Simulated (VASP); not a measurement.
# SiO2 (Cristobalite) (P4_12_12) in VASP: further runs, part 2 of 2

VASP 6.6.1. Earlier steps stand in the parts before.

## 4. Relaxation of cell and atoms, PBE+D3(BJ)

File INCAR:

```
SYSTEM = SiO2
ALGO     = Normal         ! electronic algorithm
EDIFF    = 1E-6           ! SCF threshold, eV
EDIFFG   = -0.01          ! ionic threshold
ENCUT    = 600            ! plane-wave cutoff, eV
GGA      = PE             ! functional
IBRION   = 2              ! ionic algorithm
ISIF     = 3              ! what is computed and relaxed
ISMEAR   = 0              ! smearing method
IVDW     = 12             ! dispersion correction
KPAR     = 4            
LASPH    = .TRUE.         ! aspherical terms in the spheres
LCHARG   = .FALSE.        ! write CHGCAR
LREAL    = .FALSE.        ! projectors in reciprocal space
LWAVE    = .FALSE.        ! write WAVECAR
NELM     = 80             ! most SCF steps
NSW      = 90             ! ionic steps
PREC     = Accurate       ! precision mode
SIGMA    = 0.03           ! smearing width, eV
```

File KPOINTS:

```
k-points
0
G
  6 6 4
  0 0 0
```

File POSCAR:

```
SiO2
1.0
    4.9820000000      0.0000000000      0.0000000000
    0.0000000000      4.9820000000      0.0000000000
    0.0000000000      0.0000000000      6.9630000000
Si O
4 8
Direct
    0.2989700000      0.2989700000      0.0000000000
    0.2010300000      0.7989700000      0.2500000000
    0.7010300000      0.7010300000      0.5000000000
    0.7989700000      0.2010300000      0.7500000000
    0.2398900000      0.1034700000      0.1781300000
    0.3965300000      0.7398900000      0.4281300000
    0.7601100000      0.8965300000      0.6781300000
    0.6034700000      0.2601100000      0.9281300000
    0.7398900000      0.3965300000      0.5718700000
    0.8965300000      0.7601100000      0.3218700000
    0.2601100000      0.6034700000      0.0718700000
    0.1034700000      0.2398900000      0.8218700000
```

Potentials or basis: VASP PAW PBE potentials, release 64 (Si, O).

The run is started by

```sh
> cat potpaw_PBE.64/Si/POTCAR potpaw_PBE.64/O/POTCAR > POTCAR
> mpirun -np 4 vasp_std > vasp.out
```

OUTCAR:

```text
SYSTEM = SiO2
   EDIFF = 1E-6
   EDIFFG = -0.01
   ENCUT = 600
   GGA = PE
   IBRION = 2
   ISIF = 3
   ISMEAR = 0
   IVDW = 12
   LASPH = .TRUE.
   LREAL = .FALSE.
   NELM = 80
   NSW = 90
   PREC = Accurate
 IVDW          = 12

 ion  position               nearest neighbor table
   1  0.299  0.299  0.000-   5 1.60  12 1.60  11 1.61   8 1.61   2 3.08   4 3.08   2 3.08   4 3.08

   2  0.201  0.799  0.250-   6 1.60  11 1.60  10 1.61   5 1.61   1 3.08   3 3.08   1 3.08   3 3.08

   3  0.701  0.701  0.500-   7 1.60  10 1.60   9 1.61   6 1.61   2 3.08   4 3.08   4 3.08   2 3.08

   4  0.799  0.201  0.750-   8 1.60   9 1.60   7 1.61  12 1.61   1 3.08   3 3.08   3 3.08   1 3.08

   5  0.240  0.103  0.178-   1 1.60   2 1.61
   6  0.397  0.740  0.428-   2 1.60   3 1.61
   7  0.760  0.897  0.678-   3 1.60   4 1.61
   8  0.603  0.260  0.928-   4 1.60   1 1.61
   9  0.740  0.397  0.572-   4 1.60   3 1.61
  10  0.897  0.760  0.322-   3 1.60   2 1.61
  11  0.260  0.603  0.072-   2 1.60   1 1.61
  12  0.103  0.240  0.822-   1 1.60   4 1.61

  LATTYP: Found a simple tetragonal cell.
 ALAT       =     4.9820000000
 C/A-ratio  =     1.3976314733

  Lattice vectors:

 A1 = (   4.9820000000,   0.0000000000,   0.0000000000)
 A2 = (   0.0000000000,   4.9820000000,   0.0000000000)
 A3 = (   0.0000000000,   0.0000000000,   6.9630000000)

Analysis of symmetry for initial positions (statically):
=====================================================================
[... 246 lines left out ...]

 number of electron      64.0000003 magnetization

 E-fermi :  -0.1093     XC(G=0):  -8.1600

 val. band max:       -0.2990525157   @ k =   0.0000   0.0000   0.0000
 cond. band min:       5.0226885287   @ k =   0.0000   0.0000   0.0000
 fundamental gap:      5.3217410444
 Fermi energy:        -0.1093432675

 k-point     1 :       0.0000    0.0000    0.0000
  band No.  band energies     occupation
      1     -19.4590      2.00000
      2     -18.6255      2.00000
      3     -18.6255      2.00000
      4     -17.5546      2.00000
      5     -17.5126      2.00000
      6     -17.5075      2.00000
[... 1092 lines left out ...]
  FREE ENERGIE OF THE ION-ELECTRON SYSTEM (eV)
  ---------------------------------------------------
  free  energy   TOTEN  =       -96.3520470644 eV

  energy  without entropy=      -96.3520470644  energy(sigma->0) =      -96.35204706

[... ionic steps 4 to 35 ...]

--------------------------------------- Ionic step       36  -------------------------------------------

 number of electron      64.0000009 magnetization

------------------------ aborting loop because EDIFF is reached ----------------------------------------
[... 95 lines left out ...]
--------------------------------------- Ionic step       38  -------------------------------------------

 number of electron      64.0000010 magnetization

 Free energy of the ion-electron system (eV)
  ---------------------------------------------------
  ext. energy  EPLUGINS =         0.00000000
  ---------------------------------------------------
  free energy    TOTEN  =       -94.86702443 eV

  energy without entropy =      -94.86702443  energy(sigma->0) =      -94.86702443

 E-fermi :   0.5756     XC(G=0):  -8.7138

 val. band max:        0.4346539042   @ k =   0.0000   0.0000   0.0000
 cond. band min:       6.0980611580   @ k =   0.0000   0.0000   0.0000
 fundamental gap:      5.6634072538
 Fermi energy:         0.5755841207

 k-point     1 :       0.0000    0.0000    0.0000
  band No.  band energies     occupation
      1     -18.9559      2.00000
      2     -18.0417      2.00000
      3     -18.0417      2.00000
      4     -16.9079      2.00000
      5     -16.8473      2.00000
      6     -16.8429      2.00000
[... 1042 lines left out ...]
  FREE ENERGIE OF THE ION-ELECTRON SYSTEM (eV)
  ---------------------------------------------------
  free  energy   TOTEN  =       -96.4012386836 eV

  energy  without entropy=      -96.4012386836  energy(sigma->0) =      -96.40123868

 reached required accuracy - stopping structural energy minimisation
```

CONTCAR:

```text
SiO2
   1.00000000000000
     4.9307438734886988   -0.0000000000000000   -0.0000000000000000
     0.0000000000000000    4.9307438734886988    0.0000000000000000
     0.0000000000000000   -0.0000000000000000    6.7785129766269243
  Si              O
     4     8
Direct
     0.3116516994931951    0.3116516994931951    0.0000000000000000
     0.1883483005068051    0.8116516994931952    0.2500000000000000
     0.6883483005068048    0.6883483005068048    0.5000000000000000
     0.8116516994931952    0.1883483005068051    0.7500000000000000
     0.2339169336068504    0.1279106998635338    0.1911550747602345
     0.3720893001364662    0.7339169336068506    0.4411550747602345
     0.7660830663931494    0.8720893001364661    0.6911550747602346
     0.6279106998635339    0.2660830663931494    0.9411550747602346
     0.7339169336068506    0.3720893001364663    0.5588449252397654
     0.8720893001364661    0.7660830663931494    0.3088449252397655
     0.2660830663931494    0.6279106998635339    0.0588449252397655
     0.1279106998635338    0.2339169336068504    0.8088449252397654

  0.00000000E+00  0.00000000E+00  0.00000000E+00
  0.00000000E+00  0.00000000E+00  0.00000000E+00
  0.00000000E+00  0.00000000E+00  0.00000000E+00
  0.00000000E+00  0.00000000E+00  0.00000000E+00
  0.00000000E+00  0.00000000E+00  0.00000000E+00
  0.00000000E+00  0.00000000E+00  0.00000000E+00
  0.00000000E+00  0.00000000E+00  0.00000000E+00
  0.00000000E+00  0.00000000E+00  0.00000000E+00
  0.00000000E+00  0.00000000E+00  0.00000000E+00
  0.00000000E+00  0.00000000E+00  0.00000000E+00
  0.00000000E+00  0.00000000E+00  0.00000000E+00
  0.00000000E+00  0.00000000E+00  0.00000000E+00
```

Wall time 16 min (4 MPI ranks of Intel Xeon Platinum 8488C (Sapphire Rapids), shared host); peak memory 0.42 GiB.

What came out:

```yaml
Free_energy: -96.4012 eV
Relaxed_volume: 13.73 Å³/atom
Relaxed_cell: a = 4.931 Å, b = 4.931 Å, c = 6.779 Å, α = 90.00°, β = 90.00°, γ = 90.00°
Space_group_after_relaxing_to_0.05_Å: P4_12_12 (No. 92)
Energy_gained_by_relaxing: 10.2 meV/atom
Ionic_steps: 38
Pressure_after_relaxing: 0.0 GPa
Largest_force_after_relaxing: 0.009 eV/Å
Band_gap_on_the_k_mesh: 5.66 eV, direct
Dispersion_energy_per_atom: -0.128 eV
```

Forces in eV/Å, atoms in the order of the input:
```
Si   0.003  0.003  0.000
Si  -0.003  0.003  0.000
Si  -0.003 -0.003  0.000
Si   0.003 -0.003  0.000
O    0.005 -0.005  0.005
O    0.005  0.005  0.005
O   -0.005  0.005  0.005
O   -0.005 -0.005  0.005
O    0.005  0.005 -0.005
O    0.005 -0.005 -0.005
O   -0.005 -0.005 -0.005
O   -0.005  0.005 -0.005
```

Stress tensor (GPa, compression positive):
```
-0.07  0.00  0.00
 0.00 -0.07  0.00
 0.00  0.00  0.04
```

Step by step:
| step | energy change (eV) | largest force (eV/Å) | pressure (GPa) | volume (Å³) |
| --- | --- | --- | --- | --- |
| 1 | 0.0000 | 0.4074 | 4.68 | 172.82 |
| 2 | 0.0893 | 0.6056 | -6.06 | 183.56 |
| 3 | -0.0730 | 0.1535 | 0.03 | 177.00 |
| 4 | -0.0730 | 0.1512 | 0.11 | 176.92 |
| 5 | -0.0658 | 0.3838 | -0.58 | 177.45 |
| 6 | -0.0751 | 0.0604 | -0.11 | 177.09 |
| 7 | -0.0766 | 0.0521 | -0.18 | 176.95 |
| 8 | -0.0805 | 0.0343 | -0.35 | 176.54 |
| 9 | -0.0855 | 0.0601 | -0.72 | 175.72 |
| 10 | -0.0846 | 0.1668 | -1.50 | 174.07 |
| 11 | -0.0871 | 0.1001 | -1.02 | 175.03 |
| 12 | -0.0876 | 0.0966 | -0.99 | 174.90 |
| 13 | -0.0893 | 0.0856 | -0.85 | 174.53 |
| 14 | -0.0918 | 0.0680 | -0.58 | 173.79 |
| 15 | -0.0944 | 0.1291 | -0.05 | 172.32 |
| 16 | -0.0944 | 0.1500 | 0.15 | 171.83 |
| 17 | -0.0957 | 0.1032 | 0.21 | 171.51 |
| 18 | -0.0975 | 0.1521 | 0.35 | 170.69 |
| 19 | -0.0997 | 0.1290 | 0.25 | 170.47 |
| 20 | -0.1050 | 0.0623 | -0.10 | 169.80 |
| 21 | -0.1088 | 0.1063 | -0.81 | 168.48 |
| 22 | -0.1102 | 0.0815 | -0.79 | 168.08 |
| 23 | -0.1130 | 0.0548 | -0.72 | 166.88 |
| 24 | -0.1126 | 0.1418 | -0.58 | 164.48 |
| 25 | -0.1138 | 0.0754 | -0.63 | 165.72 |
| 26 | -0.1154 | 0.0597 | -0.34 | 165.40 |
| 27 | -0.1167 | 0.0562 | 0.30 | 164.74 |
| 28 | -0.1177 | 0.0488 | 0.30 | 164.70 |
| 29 | -0.1197 | 0.0795 | 0.29 | 164.57 |
| 30 | -0.1178 | 0.2055 | 0.25 | 164.31 |
| 31 | -0.1199 | 0.1098 | 0.27 | 164.51 |
| 32 | -0.1208 | 0.0676 | 0.17 | 164.56 |
| 33 | -0.1212 | 0.0480 | 0.04 | 164.62 |
| 34 | -0.1213 | 0.0429 | 0.02 | 164.65 |
| 35 | -0.1217 | 0.0279 | -0.03 | 164.72 |
| 36 | -0.1220 | 0.0238 | -0.14 | 164.86 |
| 37 | -0.1220 | 0.0243 | -0.17 | 164.90 |
| 38 | -0.1221 | 0.0091 | -0.03 | 164.80 |

Final structure:
```xyz
12
Lattice="4.9307 0.0000 0.0000 0.0000 4.9307 0.0000 0.0000 0.0000 6.7785" Properties=species:S:1:pos:R:3 pbc="T T T"
Si    1.5367    1.5367    0.0000
Si    0.9287    4.0020    1.6946
Si    3.3941    3.3941    3.3893
Si    4.0020    0.9287    5.0839
O     1.1534    0.6307    1.2957
O     1.8347    3.6188    2.9904
O     3.7774    4.3000    4.6850
O     3.0961    1.3120    6.3796
O     3.6188    1.8347    3.7881
O     4.3000    3.7774    2.0935
O     1.3120    3.0961    0.3989
O     0.6307    1.1534    5.4828
```

A k mesh can miss the band edges.

## 5. Relaxation of cell and atoms, PBE+D3(BJ)

This run uses another cell than the first one, of 13.73 Å³/atom, 0.954 times its volume.

INCAR: that of step 4 with these lines changed.

```diff
@@ -2,4 +2,4 @@
 ALGO     = Normal         ! electronic algorithm
-EDIFF    = 1E-6           ! SCF threshold, eV
-EDIFFG   = -0.01          ! ionic threshold
+EDIFF    = 1E-7           ! SCF threshold, eV
+EDIFFG   = -0.005         ! ionic threshold
 ENCUT    = 600            ! plane-wave cutoff, eV
```

KPOINTS is that of step 4.

File POSCAR:

```
SiO2                                    
1.0
    4.9307438735     -0.0000000000     -0.0000000000
    0.0000000000      4.9307438735      0.0000000000
    0.0000000000     -0.0000000000      6.7785129766
  Si              O             
     4     8
Direct
     0.3116516994931951    0.3116516994931951    0.0000000000000000
     0.1883483005068051    0.8116516994931952    0.2500000000000000
     0.6883483005068048    0.6883483005068048    0.5000000000000000
     0.8116516994931952    0.1883483005068051    0.7500000000000000
     0.2339169336068504    0.1279106998635338    0.1911550747602345
     0.3720893001364662    0.7339169336068506    0.4411550747602345
     0.7660830663931494    0.8720893001364661    0.6911550747602346
     0.6279106998635339    0.2660830663931494    0.9411550747602346
     0.7339169336068506    0.3720893001364663    0.5588449252397654
     0.8720893001364661    0.7660830663931494    0.3088449252397655
     0.2660830663931494    0.6279106998635339    0.0588449252397655
     0.1279106998635338    0.2339169336068504    0.8088449252397654
```

The run is started by

```sh
> cat potpaw_PBE.64/Si/POTCAR potpaw_PBE.64/O/POTCAR > POTCAR
> mpirun -np 4 vasp_std > vasp.out
```

Wall time 1.9 min (4 MPI ranks of Intel Xeon Platinum 8488C (Sapphire Rapids), shared host); peak memory 0.41 GiB.

Results (log left out):

- Free energy: -96.3807 eV
- Relaxed volume: 13.73 Å³/atom
- Relaxed cell: a = 4.930 Å, b = 4.930 Å, c = 6.781 Å, α = 90.00°, β = 90.00°, γ = 90.00°
- Space group after relaxing (to 0.05 Å): P4_12_12 (No. 92)
- Energy gained by relaxing: 0.0 meV/atom
- Ionic steps: 4
- Pressure after relaxing: 0.0 GPa
- Largest force after relaxing: 0.005 eV/Å
- Band gap on the k mesh: 5.66 eV, direct
- Dispersion energy per atom: -0.128 eV

Forces on the atoms (eV/Å):
```
Si  -0.002 -0.002  0.000
Si   0.002 -0.002  0.000
Si   0.002  0.002  0.000
Si  -0.002  0.002  0.000
O    0.003  0.001 -0.003
O   -0.001  0.003 -0.003
O   -0.003 -0.001 -0.003
O    0.001 -0.003 -0.003
O    0.003 -0.001  0.003
O   -0.001 -0.003  0.003
O   -0.003  0.001  0.003
O    0.001  0.003  0.003
```

Final structure:
```
Si O
1.0
     4.93007    0.00000    0.00000
     0.00000    4.93007    0.00000
     0.00000    0.00000    6.78105
Si O
4 8
Direct
  0.31164 0.31164 0.00000
  0.18836 0.81164 0.25000
  0.68836 0.68836 0.50000
  0.81164 0.18836 0.75000
  0.23402 0.12791 0.19118
  0.37209 0.73402 0.44118
  0.76598 0.87209 0.69118
  0.62791 0.26598 0.94118
  0.73402 0.37209 0.55882
  0.87209 0.76598 0.30882
  0.26598 0.62791 0.05882
  0.12791 0.23402 0.80882
```

Levels at points of the mesh, in eV from the valence-band top:
```csv
k point,band 28,band 29,band 30,band 31,band 32,band 33,band 34,band 35,band 36,band 37
"(0.00, 0.00, 0.00)",-1.24,-0.72,-0.41,-0.41,0.00,5.66,8.78,8.78,9.35,9.35
"(0.50, 0.00, 0.00)",-0.95,-0.68,-0.68,-0.50,-0.50,7.75,7.75,9.20,9.20,9.70
"(0.50, 0.50, 0.00)",-1.24,-0.57,-0.57,-0.50,-0.50,8.66,8.66,8.68,8.68,9.62
"(0.00, 0.00, 0.50)",-0.99,-0.61,-0.61,-0.37,-0.37,6.99,6.99,9.24,9.24,9.82
"(0.50, 0.00, 0.50)",-1.03,-0.89,-0.89,-0.22,-0.22,8.03,8.03,9.15,9.15,9.56
"(0.50, 0.50, 0.50)",-1.30,-0.53,-0.53,-0.53,-0.53,9.11,9.11,9.11,9.11,9.80
```
